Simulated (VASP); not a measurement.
# BN (P6_3/mmc) in VASP: a series of runs, part 2 of 2

VASP 6.6.1. Earlier steps stand in the parts before.

### 4 Vibrations by finite differences, PBE+D3(BJ)

This run uses another cell than the first one, of 8.87 Å³/atom, 0.990 times its volume.

INCAR reads:

```
SYSTEM = BN
ALGO = Fast ; EDIFF = 1E-8
ENCUT = 900 ; GGA = PE
IBRION = 6 ; ISIF = 2
ISMEAR = 0 ; IVDW = 12
KPAR = 4 ; LASPH = .TRUE.
LCHARG = .FALSE. ; LREAL = .FALSE.
LWAVE = .FALSE. ; NBANDS = 16
NELM = 60 ; NFREE = 2
NSW = 1 ; POTIM = 0.015
PREC = Accurate ; SIGMA = 0.02
```

KPOINTS reads:

```
k-points
0
G
  15 15 6
  0 0 0
```

POSCAR reads:

```
BN                                      
1.0
    2.5051530493     -0.0000000000     -0.0000000000
   -1.2525765247      2.1695261763     -0.0000000000
   -0.0000000000      0.0000000000      6.5316863484
  B               N             
     2     2
Direct
     0.3333333300000021    0.6666666699999979    0.2500000000000000
     0.6666666699999979    0.3333333300000021    0.7500000000000000
     0.3333333300000021    0.6666666699999979    0.7500000000000000
     0.6666666699999979    0.3333333300000021    0.2500000000000000
```

Potentials or basis: VASP PAW PBE potentials, release 64 (B_h, N_h).

The run is started by

```console
cat potpaw_PBE.64/B_h/POTCAR potpaw_PBE.64/N_h/POTCAR > POTCAR
mpirun -np 4 vasp_std > vasp.out
```

OUTCAR:

```text
SYSTEM = BN
   EDIFF = 1E-8
   ENCUT = 900
   GGA = PE
   IBRION = 6
   ISIF = 2
   ISMEAR = 0
   IVDW = 12
   LASPH = .TRUE.
   LREAL = .FALSE.
   NELM = 60
   NFREE = 2
   NSW = 1
   POTIM = 0.015
   PREC = Accurate
 IVDW          = 12

 ion  position               nearest neighbor table
   1  0.333  0.667  0.250-   4 1.45   4 1.45   4 1.45
   2  0.667  0.333  0.750-   3 1.45   3 1.45   3 1.45
   3  0.333  0.667  0.750-   2 1.45   2 1.45   2 1.45
   4  0.667  0.333  0.250-   1 1.45   1 1.45   1 1.45

  LATTYP: Found a hexagonal cell.
 ALAT       =     2.5051530493
 C/A-ratio  =     2.6073003205

  Lattice vectors:

 A1 = (   2.5051530493,   0.0000000000,   0.0000000000)
 A2 = (  -1.2525765247,   2.1695261763,   0.0000000000)
 A3 = (   0.0000000000,   0.0000000000,   6.5316863484)

Analysis of symmetry for initial positions (statically):
=====================================================================
 Subroutine PRICEL returns:
 Original cell was already a primitive cell.

 Routine SETGRP: Setting up the symmetry group for a
 hexagonal supercell.

 Subroutine GETGRP returns: Found 24 space group operations
 (whereof 12 operations were pure point group operations)
 out of a pool of 24 trial point group operations.

The static configuration has the point symmetry D_3d.
 The point group associated with its full space group is D_6h.

Analysis of symmetry for dynamics (positions and initial velocities):
=====================================================================
 Subroutine PRICEL returns:
 Original cell was already a primitive cell.

 Routine SETGRP: Setting up the symmetry group for a
 hexagonal supercell.

 Subroutine GETGRP returns: Found 24 space group operations
 (whereof 12 operations were pure point group operations)
 out of a pool of 24 trial point group operations.

The dynamic configuration has the point symmetry D_3d.
 The point group associated with its full space group is D_6h.

 Subroutine INISYM returns: Found 24 space group operations
 (whereof 12 operations are pure point group operations),
 and found     1 'primitive' translations

----------------------------------------------------------------------------------------

                                     Primitive cell

  volume of cell :      35.4997

  direct lattice vectors                    reciprocal lattice vectors
     2.505153049  0.000000000  0.000000000     0.399177208  0.230465069  0.000000000
    -1.252576525  2.169526176  0.000000000     0.000000000  0.460930138  0.000000000
     0.000000000  0.000000000  6.531686348     0.000000000  0.000000000  0.153099819

  length of vectors
     2.505153049  2.505153045  6.531686348     0.460930137  0.460930138  0.153099819

  position of ions in fractional coordinates (direct lattice)
     0.333333330  0.666666670  0.250000000
     0.666666670  0.333333330  0.750000000
     0.333333330  0.666666670  0.750000000
     0.666666670  0.333333330  0.250000000

  ion indices of the primitive-cell ions
[... 90 lines left out ...]
   EMIN   =  10.00;   EMAX   =-10.00  energy-range for DOS
   EFERMI =   0.00;   METHOD = LEGACY
   ISMEAR =     0;   SIGMA  =   0.02  broadening in eV -4-tet -1-fermi 0-gaus
   EFERMI_NEDOS =   21; number of points for ismear=-14 and -15
   IALGO  =     68    algorithm
   IMIX   =      4    mixing-type and parameters
     AMIX     =   0.40;   BMIX     =  1.00
     AMIX_MAG =   1.60;   BMIX_MAG =  1.00
  volume/ion in A,a.u.               =       8.87        59.89
  Fermi-wavevector in a.u.,A,eV,Ry     =   1.255182  2.371950 21.435728  1.575482
  Thomas-Fermi vector in A             =   2.388951
   LORBIT       =      0    0 simple, 1 ext, 2 COOP (PROOUT), +10 PAW based schemes
   GGA     = PE    functional components
   LHFCALC =     F    Hartree Fock is set to
   AEXX    =    0.0000 exact exchange contribution
   IVDW    =    12    specifies the selected vdW correction
   LEPSILON=     F    determine dielectric tensor
   LRPA    =     F    only Hartree local field effects (RPA)
 finite differences with symmetry
 non-spin polarized calculation
 RMM-DIIS sequential band-by-band and
 Gauss-broadening in eV      SIGMA  =   0.02
  energy-cutoff  :      900.00
  volume of cell :       35.50
 maximum number of plane-waves:      2202
 NGX is ok and might be reduce to    28
   NGX = 13   NGY = 13   NGZ = 31

--------------------------------------- Ionic step        1  -------------------------------------------

 number of electron      16.0000000 magnetization

 Free energy of the ion-electron system (eV)
  ---------------------------------------------------
  ext. energy  EPLUGINS =         0.00000000
  ---------------------------------------------------
  free energy    TOTEN  =       -35.18585890 eV

  energy without entropy =      -35.18585890  energy(sigma->0) =      -35.18585890

------------------------ aborting loop because EDIFF is reached ----------------------------------------

 Edisp (eV)   -0.57550

 E8    (eV) :    -0.1689
[... 327 lines left out ...]
--------------------------------------- Ionic step        9  -------------------------------------------

 number of electron      16.0000000 magnetization

 Free energy of the ion-electron system (eV)
  ---------------------------------------------------
  ext. energy  EPLUGINS =         0.00000000
  ---------------------------------------------------
  free energy    TOTEN  =       -35.18433016 eV

  energy without entropy =      -35.18433016  energy(sigma->0) =      -35.18433016

 E-fermi :   3.6838     XC(G=0): -10.2508

 val. band max:        3.5716763636   @ k =   0.3333   0.2667   0.0000
 cond. band min:       7.8304632619   @ k =   0.4667   0.0667   0.0000
 fundamental gap:      4.2587868983
 Fermi energy:         3.6837992967

 k-point     1 :       0.0000    0.0000    0.0000
  band No.  band energies     occupation
      1     -14.2785      2.00000
      2     -13.9452      2.00000
      3      -2.7499      2.00000
      4      -0.4485      2.00000
      5       2.1953      2.00000
      6       2.1953      2.00000
[... 433 lines left out ...]
      3      -4.9263      2.00000
      4      -4.8290      2.00000
      5      -2.4105      2.00000
      6      -2.3226      2.00000
[... 8 lines left out ...]
     15      18.7004      0.00000
     16      21.3955      0.00000

 [... further k-points ...]

------------------------ aborting loop because EDIFF is reached ----------------------------------------

 Edisp (eV)   -0.57551

 E8    (eV) :    -0.1689
[... 27 lines left out ...]
  FREE ENERGIE OF THE ION-ELECTRON SYSTEM (eV)
  ---------------------------------------------------
  free  energy   TOTEN  =       -35.7598371829 eV

  energy  without entropy=      -35.7598371829  energy(sigma->0) =      -35.75983718

 INTERNAL STRAIN TENSORS FROM DISPLACED ATOMS
 ============================================

 INTERNAL STRAIN TENSOR FOR ION    1 for displacements in x,y,z  (eV/Angst):
          X           Y           Z          XY          YZ          ZX
  --------------------------------------------------------------------------------
  x     0.00000    -0.00000     0.00000   -12.37956     0.00000     0.00000
  y   -12.37956    12.37956     0.00000    -0.00000     0.00000     0.00000
  z    -0.00000    -0.00000    -0.00000    -0.00000     0.00000     0.00000

 INTERNAL STRAIN TENSOR FOR ION    4 for displacements in x,y,z  (eV/Angst):
          X           Y           Z          XY          YZ          ZX
  --------------------------------------------------------------------------------
  x    -0.00000     0.00000    -0.00000    12.59552     0.00000     0.00000
  y    12.59552   -12.59552    -0.00000     0.00000     0.00000     0.00000
  z     0.00000    -0.00000    -0.00000    -0.00000    -0.00000    -0.00000

 Eigenvectors and eigenvalues of the dynamical matrix
 ----------------------------------------------------

   1 f  =   40.656581 THz   255.452831 2PiTHz 1356.157558 cm-1   168.142032 meV
             X         Y         Z           dx          dy          dz
     -0.000000  1.446351  1.632922    -0.530852    0.002787    0.000000
      1.252577  0.723175  4.898765     0.530852   -0.002787   -0.000000
     -0.000000  1.446351  4.898765    -0.467100    0.002452   -0.000000
      1.252577  0.723175  1.632922     0.467100   -0.002452   -0.000000
[... 71 lines left out ...]
  12 f/i=    0.000278 THz     0.001748 2PiTHz    0.009277 cm-1     0.001150 meV
             X         Y         Z           dx          dy          dz
     -0.000000  1.446351  1.632922    -0.098707   -0.456193    0.000000
      1.252577  0.723175  4.898765    -0.098707   -0.456193    0.000000
     -0.000000  1.446351  4.898765    -0.112331   -0.519160    0.000000
      1.252577  0.723175  1.632922    -0.112331   -0.519160    0.000000

 ELASTIC MODULI CONTR FROM IONIC RELAXATION (kBar)
 Direction    XX          YY          ZZ          XY          YZ          ZX
 --------------------------------------------------------------------------------
 XX        -355.5027    355.5027     -0.0000      0.0000      0.0000     -0.0000
 YY         355.5027   -355.5026      0.0000      0.0000     -0.0000      0.0000
 ZZ          -0.0000      0.0000     -0.0000     -0.0000     -0.0000     -0.0000
 XY           0.0000      0.0000     -0.0000   -355.5027      0.0000     -0.0000
 YZ           0.0000     -0.0000     -0.0000      0.0000     -0.0000     -0.0000
 ZX          -0.0000      0.0000     -0.0000     -0.0000     -0.0000     -0.0000
 --------------------------------------------------------------------------------
```

Wall time 9.3 min (4 MPI ranks of Intel Xeon Platinum 8488C (Sapphire Rapids), shared host); peak memory 0.89 GiB.

What came out:

```yaml
Highest_phonon_frequency_at_Γ_LO-TO_splitting_left_out: 1356 cm⁻¹
Dispersion_energy_per_atom: -0.144 eV
```

Phonon frequencies in cm⁻¹ (negative: imaginary):
| q point | frequencies |
| --- | --- |
| (0.000, 0.000, 0.000) | 0 0 0 51 51 129 739 795 1356 1356 1356 1356 |

Caveat: the cutoff is under 1.25 times the usual one of these potentials, so pressure, stress and relaxed cells hold a basis-set (Pulay) error.
